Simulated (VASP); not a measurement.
# K (Pm-3m) in VASP: further runs

The runs below take K through single point, with PBE, BEEF-vdW, r2SCANh.

Program: VASP 6.6.1. These are calculated values, not measurements. Logs are shortened: lines on timing, memory, paths and dates and some standing lists are left out, and cuts for length are marked.

## Step 1: The structure

It takes space group Pm-3m (No. 221, cubic). The conventional cell has a = 4.310 Å, b = 4.310 Å, c = 4.310 Å, α = 90.00°, β = 90.00°, γ = 90.00°. K (site symmetry m-3m) has 6 K at 4.31 Å as nearest neighbours.

This isn't the form of K at room conditions, which is bcc.

## Step 2: Single point, PBE

Input file run.py:

```python
from ase.calculators.vasp import Vasp
from ase.dft.bandgap import bandgap
from ase.io import read

atoms = read('K.cif', primitive_cell=True, subtrans_included=False)
calc = Vasp(
    directory='calc',
    xc='pbe',
    pp='PBE',
    setups='minimal',
    prec='Accurate',
    encut=500,
    ediff=1e-06,
    ismear=0,
    sigma=0.05,
    lreal=False,
    lasph=True,
    nelm=60,
    algo='Normal',
    isif=2,
    lwave=False,
    lcharg=False,
    kpts=[6, 6, 6],
    gamma=True,
    nbands=10,
)
atoms.calc = calc

print('energy (eV):', atoms.get_potential_energy())
print('free energy (eV):', atoms.get_potential_energy(force_consistent=True))
print('forces (eV/A):')
print(atoms.get_forces())
print('stress (eV/A^3, Voigt):', atoms.get_stress())
print('Fermi level (eV):', calc.get_fermi_level())
gap, top, bottom = bandgap(calc)
print('band gap (eV):', gap, 'from (spin, k, band)', top, 'to', bottom)
```

Input file K.cif:

```cif
data_K
_cell_length_a 4.31043949
_cell_length_b 4.31043949
_cell_length_c 4.31043949
_cell_angle_alpha 90.00000000
_cell_angle_beta 90.00000000
_cell_angle_gamma 90.00000000
_space_group_name_H-M_alt 'Pm-3m'
_space_group_name_Hall '-P 4 2 3'
_space_group_IT_number 221
loop_
_space_group_symop_operation_xyz
'x,y,z'
'-x,-y,-z'
'-y,x,z'
'y,-x,-z'
'-x,-y,z'
'x,y,-z'
'y,-x,z'
'-y,x,-z'
'x,-y,-z'
'-x,y,z'
'-y,-x,-z'
'y,x,z'
'-x,y,-z'
'x,-y,z'
'y,x,-z'
'-y,-x,z'
'z,x,y'
'-z,-x,-y'
'z,-y,x'
'-z,y,-x'
'z,-x,-y'
'-z,x,y'
'z,y,-x'
'-z,-y,x'
'-z,x,-y'
'z,-x,y'
'-z,-y,-x'
'z,y,x'
'-z,-x,y'
'z,x,-y'
'-z,y,x'
'z,-y,-x'
'y,z,x'
'-y,-z,-x'
'x,z,-y'
'-x,-z,y'
'-y,z,-x'
'y,-z,x'
'-x,z,y'
'x,-z,-y'
'-y,-z,x'
'y,z,-x'
'-x,-z,-y'
'x,z,y'
'y,-z,-x'
'-y,z,x'
'x,-z,y'
'-x,z,-y'
loop_
_atom_site_label
_atom_site_type_symbol
_atom_site_symmetry_multiplicity
_atom_site_Wyckoff_symbol
_atom_site_fract_x
_atom_site_fract_y
_atom_site_fract_z
_atom_site_occupancy
K1 K 1 a 0.0000000000 0.0000000000 0.0000000000 1
```

Potentials or basis: VASP PAW PBE potentials, release 64 (K_pv).

Run with:

```bash
$ python run.py
```

Log:

```text
energy (eV): -0.91277104
free energy (eV): -0.91433987
forces (eV/A):
[[0. 0. 0.]]
stress (eV/A^3, Voigt): [ 0.000171  0.000171  0.000171 -0.        0.       -0.      ]
Fermi level (eV): -1.18795035
band gap (eV): 0.0 from (spin, k, band) (None, None, None) to (None, None, None)
```

OUTCAR:

```text
ENCUT = 500.000000
   EDIFF = 1.00e-06
   GGA = PE
   PREC = Accurate
   ISIF = 2
   ISMEAR = 0
   NELM = 60
   LASPH = .TRUE.
   LREAL = .FALSE.

 ion  position               nearest neighbor table
   1  0.000  0.000  0.000-

  LATTYP: Found a simple cubic cell.
 ALAT       =     4.3104394900

  Lattice vectors:

 A1 = (   4.3104394900,   0.0000000000,   0.0000000000)
 A2 = (   0.0000000000,   4.3104394900,   0.0000000000)
 A3 = (   0.0000000000,   0.0000000000,   4.3104394900)

Analysis of symmetry for initial positions (statically):
=====================================================================
 Subroutine PRICEL returns:
 Original cell was already a primitive cell.

 Routine SETGRP: Setting up the symmetry group for a
 simple cubic supercell.

 Subroutine GETGRP returns: Found 48 space group operations
 (whereof 48 operations were pure point group operations)
 out of a pool of 48 trial point group operations.

The static configuration has the point symmetry O_h .

Analysis of symmetry for dynamics (positions and initial velocities):
=====================================================================
 Subroutine PRICEL returns:
 Original cell was already a primitive cell.

 Routine SETGRP: Setting up the symmetry group for a
 simple cubic supercell.

 Subroutine GETGRP returns: Found 48 space group operations
 (whereof 48 operations were pure point group operations)
 out of a pool of 48 trial point group operations.

The dynamic configuration has the point symmetry O_h .

 Subroutine INISYM returns: Found 48 space group operations
 (whereof 48 operations are pure point group operations),
 and found     1 'primitive' translations

----------------------------------------------------------------------------------------

                                     Primitive cell

  volume of cell :      80.0875

  direct lattice vectors                    reciprocal lattice vectors
     4.310439490  0.000000000  0.000000000     0.231994905  0.000000000  0.000000000
     0.000000000  4.310439490  0.000000000     0.000000000  0.231994905  0.000000000
     0.000000000  0.000000000  4.310439490     0.000000000  0.000000000  0.231994905

  length of vectors
     4.310439490  4.310439490  4.310439490     0.231994905  0.231994905  0.231994905

  position of ions in fractional coordinates (direct lattice)
     0.000000000  0.000000000  0.000000000

  ion indices of the primitive-cell ions
   primitive index   ion index
                 1           1

----------------------------------------------------------------------------------------

 KPOINTS: KPOINTS created by Atomic Simulation Env

Automatic generation of k-mesh.
 Grid dimensions read from file:
 generate k-points for:    6    6    6

 Generating k-lattice:

  Cartesian coordinates                     Fractional coordinates (reciprocal lattice)
     0.038665818  0.000000000  0.000000000     0.166666667  0.000000000  0.000000000
     0.000000000  0.038665818  0.000000000     0.000000000  0.166666667  0.000000000
     0.000000000  0.000000000  0.038665818     0.000000000  0.000000000  0.166666667

  Length of vectors
     0.038665818  0.038665818  0.038665818

  Shift w.r.t. Gamma in fractional coordinates (k-lattice)
     0.000000000  0.000000000  0.000000000

 Subroutine IBZKPT returns following result:
 ===========================================

 Found     20 irreducible k-points:

 Following reciprocal coordinates:
            Coordinates               Weight
  0.000000  0.000000  0.000000      1.000000
  0.166667  0.000000  0.000000      6.000000
  0.333333  0.000000  0.000000      6.000000
  0.500000  0.000000  0.000000      3.000000
  0.166667  0.166667  0.000000     12.000000
  0.333333  0.166667  0.000000     24.000000
[... 12 lines left out ...]
  0.500000  0.500000  0.333333      6.000000
  0.500000  0.500000  0.500000      1.000000
   k-points           NKPTS =     20   k-points in BZ     NKDIM =     20   number of bands    NBANDS=     10
   number of dos      NEDOS =    301   number of ions     NIONS =      1
   total plane-waves  NPLWV =  32768
   dimension x,y,z NGX =    32 NGY =   32 NGZ =   32
   dimension x,y,z NGXF=    64 NGYF=   64 NGZF=   64
   ions per type =               1
   NGX,Y,Z   is equivalent  to a cutoff of  12.34, 12.34, 12.34 a.u.
   NGXF,Y,Z  is equivalent  to a cutoff of  24.68, 24.68, 24.68 a.u.
 SYSTEM =  unknown system
   PREC   = accura    normal or accurate (medium, high low for compatibility)
   ISTART =      0    job   : 0-new  1-cont  2-samecut
   ICHARG =      2    charge: 1-file 2-atom 10-const
   ISPIN  =      1    spin polarized calculation?
   LNONCOLLINEAR =      F non collinear calculations
   LSORBIT =      F    spin-orbit coupling
   LASPH  =      T    aspherical Exc in radial PAW
   ENCUT  =  500.0 eV  36.75 Ry    6.06 a.u.   7.86  7.86  7.86*2*pi/ulx,y,z
   NELM   =     60;   NELMIN=  2; NELMDL= -5     # of ELM steps
   EDIFF  = 0.1E-05   stopping-criterion for ELM
   LREAL  =      F    real-space projection
   EDIFFG = 0.1E-04   stopping-criterion for IOM
   NSW    =      0    number of steps for IOM
   IBRION =     -1    ionic relax: 0-MD 1-quasi-New 2-CG
   NFREE  =      0    steps in history (QN), initial steepest desc. (CG)
   ISIF   =      2    stress and relaxation
   ISYM   =      2    0-nonsym 1-usesym 2-fastsym
   POTIM  = 0.5000    time-step for ionic-motion
   TEBEG  =    0.0;   TEEND  =   0.0 temperature during run
   PSTRESS=    0.0 pullay stress
   NELECT =       7.0000    total number of electrons
   NUPDOWN=      -1.0000    fix difference up-down
   EMIN   =  10.00;   EMAX   =-10.00  energy-range for DOS
   EFERMI =   0.00;   METHOD = LEGACY
   ISMEAR =     0;   SIGMA  =   0.05  broadening in eV -4-tet -1-fermi 0-gaus
   EFERMI_NEDOS =   21; number of points for ismear=-14 and -15
   IALGO  =     38    algorithm
   IMIX   =      4    mixing-type and parameters
     AMIX     =   0.40;   BMIX     =  1.00
     AMIX_MAG =   1.60;   BMIX_MAG =  1.00
  volume/ion in A,a.u.               =      80.09       540.46
  Fermi-wavevector in a.u.,A,eV,Ry     =   0.726528  1.372940  7.181748  0.527844
  Thomas-Fermi vector in A             =   1.817524
   LORBIT       =      0    0 simple, 1 ext, 2 COOP (PROOUT), +10 PAW based schemes
   GGA     = PE    functional components
   LHFCALC =     F    Hartree Fock is set to
   AEXX    =    0.0000 exact exchange contribution
   IVDW    =     0    specifies the selected vdW correction
   LEPSILON=     F    determine dielectric tensor
   LRPA    =     F    only Hartree local field effects (RPA)
 non-spin polarized calculation
 Gauss-broadening in eV      SIGMA  =   0.05
  energy-cutoff  :      500.00
  volume of cell :       80.09
 maximum number of plane-waves:      2054
 NGX is ok and might be reduce to    32
   NGX = 15   NGY = 15   NGZ = 15

 number of electron       6.9999999 magnetization

 Free energy of the ion-electron system (eV)
  ---------------------------------------------------
  ext. energy  EPLUGINS =         0.00000000
  ---------------------------------------------------
  free energy    TOTEN  =        -0.91433987 eV

  energy without entropy =       -0.91120221  energy(sigma->0) =       -0.91277104

 E-fermi :  -1.1880     XC(G=0):  -5.4176

 val. band max:       -1.1879522635   @ k =   0.3333   0.3333   0.1667
 cond. band min:      -1.0686916391   @ k =   0.5000   0.0000   0.0000
 fundamental gap:      0.1192606244
 Fermi energy:        -1.1879503515

 k-point     1 :       0.0000    0.0000    0.0000
  band No.  band energies     occupation
      1     -17.0406      2.00000
      2     -17.0406      2.00000
      3     -17.0406      2.00000
      4      -3.3060      2.00000
      5       1.6399      0.00000
      6       1.6399      0.00000
      7       5.0589      0.00000
      8       5.0589      0.00000
      9       5.0597      0.00000
     10       5.0900      0.00000
[... 235 lines left out ...]
 k-point    20 :       0.5000    0.5000    0.5000
  band No.  band energies     occupation
      1     -17.1039      2.00000
      2     -17.1039      2.00000
      3     -17.1039      2.00000
      4       1.0384      0.00000
      5       1.0384      0.00000
      6       1.0384      0.00000
      7       3.0042      0.00000
      8       3.0354      0.00000
      9       3.0354      0.00000
     10       3.0354      0.00000

------------------------ aborting loop because EDIFF is reached ----------------------------------------

  FORCE on cell =-STRESS in cart. coord.  units (eV):
  Direction    XX          YY          ZZ          XY          YZ          ZX
  --------------------------------------------------------------------------------------
  -------------------------------------------------------------------------------------
  Total       -0.0136950     -0.0136950     -0.0136950      0.0000000      0.0000000     -0.0000000
  in kB       -0.2739732     -0.2739732     -0.2739732      0.0000000      0.0000000     -0.0000000
  external PRESSURE =      -0.2739732 kB  Pullay stress =       0.0000000 kB

 VOLUME and BASIS-vectors are now :
 -----------------------------------------------------------------------------
  energy-cutoff  :      500.00
  volume of cell :       80.09
      direct lattice vectors                 reciprocal lattice vectors
     4.310439490  0.000000000  0.000000000     0.231994905  0.000000000  0.000000000
     0.000000000  4.310439490  0.000000000     0.000000000  0.231994905  0.000000000
     0.000000000  0.000000000  4.310439490     0.000000000  0.000000000  0.231994905

 POSITION                                       TOTAL-FORCE (eV/Angst)
 -----------------------------------------------------------------------------------
      0.00000      0.00000      0.00000         0.000000      0.000000      0.000000
 -----------------------------------------------------------------------------------
    total drift:                                0.000000     -0.000000      0.000000

  FREE ENERGIE OF THE ION-ELECTRON SYSTEM (eV)
  ---------------------------------------------------
  free  energy   TOTEN  =        -0.9143398660 eV

  energy  without entropy=       -0.9112022073  energy(sigma->0) =       -0.91277104
```

INCAR:

```text
ENCUT = 500.000000
SIGMA = 0.050000
EDIFF = 1.00e-06
ALGO = Normal
GGA = PE
PREC = Accurate
ISIF = 2
ISMEAR = 0
NBANDS = 10
NELM = 60
LASPH = .TRUE.
LCHARG = .FALSE.
LWAVE = .FALSE.
LREAL = .FALSE.
```

It took 11 s on 1 thread of Intel Xeon Platinum 8375C at 2.90GHz (Ice Lake), shared host; peak memory 0.17 GiB.

What came out:

```yaml
Free_energy: -0.9143 eV
Pressure: 0.0 GPa
Band_gap_on_the_k_mesh: none (metal or under the smearing width)
```

## Step 3: Single point, BEEF-vdW

Input file INCAR:

```
PREC = Accurate
ENCUT = 600
EDIFF = 1E-7
ISMEAR = -5
SIGMA = 0.05
LREAL = F
LASPH = T
NELM = 100
ALGO = Normal
ISIF = 2
LWAVE = F
LCHARG = T
GGA = BF
LUSE_VDW = T
ZAB_VDW = -1.8867
LELF = T
LVHAR = T
```

Input file KPOINTS:

```
regular mesh
0
Gamma
  6 6 6
```

Input file POSCAR:

```
K
1.0
    4.3104394900      0.0000000000      0.0000000000
    0.0000000000      4.3104394900      0.0000000000
    0.0000000000      0.0000000000      4.3104394900
K
1
Direct
    0.0000000000      0.0000000000      0.0000000000
```

Potentials or basis: VASP PAW PBE potentials, release 64 (K_sv_GW).

Run with:

```bash
$ cat potpaw_PBE.64/K_sv_GW/POTCAR > POTCAR
$ mpirun -np 1 vasp_std > vasp.out
```

Run time: 53 s. Hardware: 1 thread of Intel Xeon Platinum 8375C at 2.90GHz (Ice Lake), shared host; peak memory 0.47 GiB.

It converged, with:

* Free energy: -1.5812 eV
* Pressure: 0.1 GPa
* Band gap on the k mesh: none (metal or under the smearing width)

Levels at points of the mesh, in eV from the Fermi level:
```
           k point  band 2  band 3  band 4  band 5  band 6  band 7
(0.00, 0.00, 0.00)  -16.14  -16.14  -16.14   -2.11    2.81    2.81
(0.50, 0.00, 0.00)  -16.22  -16.13  -16.13   -0.10    0.10    3.40
(0.50, 0.50, 0.00)  -16.21  -16.21  -16.13    1.06    2.01    2.07
(0.50, 0.50, 0.50)  -16.20  -16.20  -16.20    2.21    2.21    2.21
```

Caveat: the PAW data sets were made with another functional, which shifts forces and pressure a little; tetrahedron occupations give inexact forces and stress in metals.

## Step 4: Single point, r2SCANh

run.py, as its differences from that of step 2:

```diff
@@ -1,13 +1,18 @@
+from ase import Atoms
 from ase.calculators.vasp import Vasp
 from ase.dft.bandgap import bandgap
-from ase.io import read
 
-atoms = read('K.cif', primitive_cell=True, subtrans_included=False)
+atoms = Atoms(
+    ['K'],
+    cell=[[4.31043949, 0.0, 0.0], [0.0, 4.31043949, 0.0], [0.0, 0.0, 4.31043949]],
+    scaled_positions=[[0.0, 0.0, 0.0]],
+    pbc=True,
+)
 calc = Vasp(
     directory='calc',
-    xc='pbe',
     pp='PBE',
-    setups='minimal',
+    setups='recommended',
+    pp_version='54',
     prec='Accurate',
-    encut=500,
+    encut=520,
     ediff=1e-06,
@@ -17,3 +22,3 @@
     lasph=True,
-    nelm=60,
+    nelm=80,
     algo='Normal',
@@ -22,3 +27,9 @@
     lcharg=False,
-    kpts=[6, 6, 6],
+    metagga='R2SCAN',
+    lhfcalc=True,
+    aexx=0.1,
+    lmixtau=True,
+    precfock='Fast',
+    hfrcut=-1,
+    kpts=[4, 4, 4],
     gamma=True,
```

Potentials or basis: VASP PAW PBE potentials, release 54 (K_sv).

Run with:

```bash
$ python run.py
```

Wall time 91 s (1 thread of Intel Xeon Platinum 8375C at 2.90GHz (Ice Lake), shared host); peak memory 0.19 GiB.

Results (log left out):

```
Free energy            : -5.5048 eV
Pressure               : -0.1 GPa
Band gap on the k mesh : none (metal or under the smearing width)
```

Levels at points of the mesh, in eV from the Fermi level:
```csv
k point,band 1,band 2,band 3,band 4,band 5,band 6,band 7,band 8,band 9
"(0.00, 0.00, 0.00)",-35.23,-17.46,-17.46,-17.46,-2.54,3.36,3.36,6.90,6.90
"(0.50, 0.00, 0.00)",-35.23,-17.54,-17.45,-17.45,-0.11,-0.02,4.06,5.27,5.27
"(0.50, 0.50, 0.00)",-35.23,-17.53,-17.53,-17.44,1.24,2.33,2.33,2.56,5.77
"(0.50, 0.50, 0.50)",-35.22,-17.52,-17.52,-17.52,2.57,2.57,2.57,4.52,4.76
```

Caveat: the k mesh is coarse (spacing up to 0.36 Å⁻¹), so the values aren't converged, least of all with exact exchange; the PAW data sets were made with another functional, which shifts forces and pressure a little.

## Step 5: Single point, PBE

Input file INCAR:

```
  PREC = Accurate
  ENCUT = 900
  EDIFF = 1E-8
  ISMEAR = 0
  SIGMA = 0.05
  LREAL = False
  LASPH = True
  NELM = 100
  ALGO = Normal
  ISIF = 2
  LWAVE = False
  LCHARG = False
  GGA = PE
  NBANDS = 10
  ADDGRID = False
```

Input file KPOINTS:

```
regular mesh
0
Gamma
  11 11 11
```

POSCAR is that of step 3.

Potentials or basis: VASP PAW PBE potentials, release 64 (K_sv).

Run with:

```bash
$ cat potpaw_PBE.64/K_sv/POTCAR > POTCAR
$ mpirun -np 1 vasp_std > vasp.out
```

Wall time 64 s (1 thread of Intel Xeon Platinum 8488C (Sapphire Rapids), shared host); peak memory 0.29 GiB.

The run converged. Its results:

```
Free energy            : -0.9420 eV
Pressure               : 0.0 GPa
Band gap on the k mesh : none (metal or under the smearing width)
```

Levels at points of the mesh, in eV from the Fermi level:
| k point | band 3 | band 4 | band 5 | band 6 | band 7 | band 8 |
| --- | --- | --- | --- | --- | --- | --- |
| (0.00, 0.00, 0.00) | -15.78 | -15.78 | -2.05 | 2.89 | 2.89 | 6.14 |

## Step 6: The reference run

An earlier run on the cell as given: functional PBE; potentials or basis VASP PAW PBE potentials, release 64 (K_sv); cutoff 520 eV; k mesh 6 × 6 × 6; occupations fermi-dirac, width 0.05 eV; no spin polarisation.

- Pressure: 0.0 GPa
- Band gap on the k mesh: none (metal or under the smearing width)

## Step 7: Summary

| level | potentials or basis | k mesh | cutoff (eV) | smearing | grid for exact exchange (PRECFOCK) | exchange at q = 0 | mesh quality | gap on the mesh (eV) | pressure (GPa) |
| --- | --- | --- | --- | --- | --- | --- | --- | --- | --- |
| PBE | VASP PAW PBE potentials, release 64 (K_pv) | 6 × 6 × 6 | 500 | gaussian 0.05 eV | - | - | not flagged | none | 0.0 |
| BEEF-vdW | VASP PAW PBE potentials, release 64 (K_sv_GW) | 6 × 6 × 6 | 600 | tetrahedron | - | - | not flagged | none | 0.1 |
| r2SCANh | VASP PAW PBE potentials, release 54 (K_sv) | 4 × 4 × 4 | 520 | gaussian 0.05 eV | Fast | truncated | coarse | none | -0.1 |
| PBE | VASP PAW PBE potentials, release 64 (K_sv) | 11 × 11 × 11 | 900 | gaussian 0.05 eV | - | - | not flagged | none | 0.0 |
| PBE | VASP PAW PBE potentials, release 64 (K_sv) | 6 × 6 × 6 | 520 | fermi-dirac 0.05 eV | - | - | not flagged | none | 0.0 |

Alike in all rows: task single point; no spin polarisation; cell as given.

Caveats: some runs use coarse meshes; the PAW data sets were made with another functional, which shifts forces and pressure a little (some runs); tetrahedron occupations give inexact forces and stress in metals (some runs).

Absolute energies hang on the potentials; compare differences alone.
